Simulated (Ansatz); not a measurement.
SiC (P6_3mc), a vibration from a frozen displacement

Theory: DFT PBE, scalar-relativistic, plane waves, PAW (Ansatz 0.2.0). Settings: plane waves to 420 eV, k-mesh 12×12×4 (Γ-centred), Gaussian smearing 0.05 eV. No spin polarisation. Energies are free energies at this smearing, counted from the undisturbed cell; pressure is positive in compression.

Reference structure (relaxed at this level):

```
CELL_PARAMETERS angstrom
3.09412 0.00000 0.00000
-1.54706 2.67959 0.00000
0.00000 0.00000 10.12934
ATOMIC_POSITIONS crystal
Si 0.66667 0.33333 0.93784
Si 0.33333 0.66667 0.43784
Si 0.00000 0.00000 0.68790
Si 0.00000 0.00000 0.18790
C 0.66667 0.33333 0.74981
C 0.33333 0.66667 0.24981
C 0.00000 0.00000 0.50045
C 0.00000 0.00000 0.00045
```

Every C atom is moved by x along the Cartesian unit vector (0.000, 0.000, 1.000); the cell and all other atoms stay fixed. The cell's volume is 83.98 Å³; the moved atoms weigh 48.044 u together and the others 112.340 u.

| x (Å) | ΔE (meV/cell) | total force on the moved atoms along the move (eV/Å) | pressure (GPa) |
| --- | --- | --- | --- |
| -0.1000 | 310.95 | 5.7556 | 0.9736 |
| -0.0750 | 181.50 | 4.5738 | 0.5831 |
| -0.0500 | 83.65 | 3.2254 | 0.2810 |
| -0.0250 | 21.67 | 1.7034 | 0.0819 |
| 0.0000 | 0.00 | -0.0004 | 0.0010 |
| 0.0250 | 23.28 | -1.8942 | 0.0550 |
| 0.0500 | 96.38 | -3.9878 | 0.2617 |
| 0.0750 | 224.42 | -6.2922 | 0.6402 |
| 0.0875 | 310.73 | -7.5272 | 0.9002 |
| 0.1000 | 412.84 | -8.8194 | 1.2108 |

**Question.** What frequency belongs to this motion?

**Answer.** The force constant is k = −dF/dx = 71.952 eV/Å², from the parabola through x = -0.0250, 0 and 0.0250. In every cell the moved atoms swing against the rest, so the mass is μ = m₁m₂/(m₁ + m₂) = 33.652 u, and ν̃ = 521.5 cm⁻¹ × √(|k|/μ) = 763 cm⁻¹. To first order in x, and within 1 %, the force on every atom lies along the move and, within each of the two groups, in proportion to the atom's mass, so this is itself a mode at the zone centre of this cell, taken without macroscopic field (the transverse frequency in a polar insulator).

**Question.** How far does the harmonic law reach?

**Answer.** At x = -0.100 Å, kx²/2 = 359.76 meV against the computed 310.95 meV (-13.6 %): the well softens in this direction at large amplitude.

Cost: 10 runs of about 0.81 core-minutes in all, on Intel Xeon 6975P-C (Granite Rapids) (shared hosts).

The frequency of 763 cm⁻¹ reflects stiff, partly ionic sp³ bonds and the low mass of carbon. It lies slightly below the measured axial transverse optical mode of hexagonal SiC, probably because PBE makes the bonds a little too long and soft.

The softening at negative x is one side of a lopsided well: at 0.1000 Å the energy is 412.84 meV, above the harmonic value, against 310.95 meV at the opposite displacement. The geometry explains this. Positive x pushes each carbon straight towards the silicon above it, compressing the axial bond while the three inclined bonds stretch much less; negative x reverses this. Bond repulsion rises faster than attraction on stretching, and the axial bond dominates the cubic term.

The pressure rises for both signs of x, so the mode's force constant falls as the cell expands, which implies a positive Grüneisen parameter. The asymmetry alone doesn't give the anharmonic frequency shift, which also depends on quartic terms and coupling to other phonons.
